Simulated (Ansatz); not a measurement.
## K: enthalpy against pressure

K, Cmcm, a = 4.698 Å, b = 8.049 Å, c = 7.528 Å. This isn't the element's structure at ambient conditions. Ansatz: PBEsol, PAW, 420 eV, Γ-centred 10×10×6 mesh on 2 atoms, Gaussian smearing 0.10 eV; no spin polarisation. Cell and atoms are relaxed at each pressure, and no other structure is tried, so the rows at high pressure may lie past a change of phase. y is the enthalpy over the state at zero pressure; there V0 = 71.167 Å³/atom. The pressures are the targets, met within 0.04 GPa.

| P (GPa) | y (eV/atom) |
| --- | --- |
| 0.0 | 0.0000 |
| 1.0 | 0.4002 |
| 4.0 | 1.3490 |
| 12.0 | 3.2240 |
| 25.0 | ? |
| 50.0 | 8.1856 |
| 90.0 | 11.3029 |

Question: Fit y = c1 P + c2 P² + c3 P³ to the other rows, say what c1 and c2 mean, and predict the missing value.

Answer: Least squares on the rows shown. y = 0.32397 P − 0.0044614 P² + 2.5081×10⁻⁵ P³. Since dH/dP = V, c1 is V0: 0.32397 eV/GPa × 160.2 = 51.900 Å³ against 71.167; c2 = −V0/(2B0) gives B0 = 36 GPa, where a Birch–Murnaghan fit to the volumes of the same runs (not shown) gives 3.9 GPa. The volume falls by 84 % over the range, most steeply at the start, which a cubic can't follow: here c1 isn't V0 and c2 doesn't give B0. Above P = −c2/(3 c3) = 59 GPa the cubic's slope, the volume, would rise with pressure, so the form fails there. With a term in P⁴ added, the coefficient of P becomes 0.3850, 19 % more, which shows how far this figure hangs on the form. At P = 25.0 the fit asked for gives 5.7028 eV/atom. The run gave 5.4450 eV/atom, so the fit is 0.2578 eV/atom too high, 2.3 % of the span of the series, against an rms of 0.0718 eV/atom on the fitted rows. With a term in P⁴ added, a fit to the same known rows predicts 4.9506 eV/atom, which misses by about as much or more on the other side: the known rows don't fix the higher terms. Also, this row ran on the mesh 14×14×8, its neighbour on 12×12×8, which can shift it a little.

The mesh isn't the same in all rows (10×10×6, 12×12×6, 12×12×8, 14×14×8, 16×16×8, 18×18×10).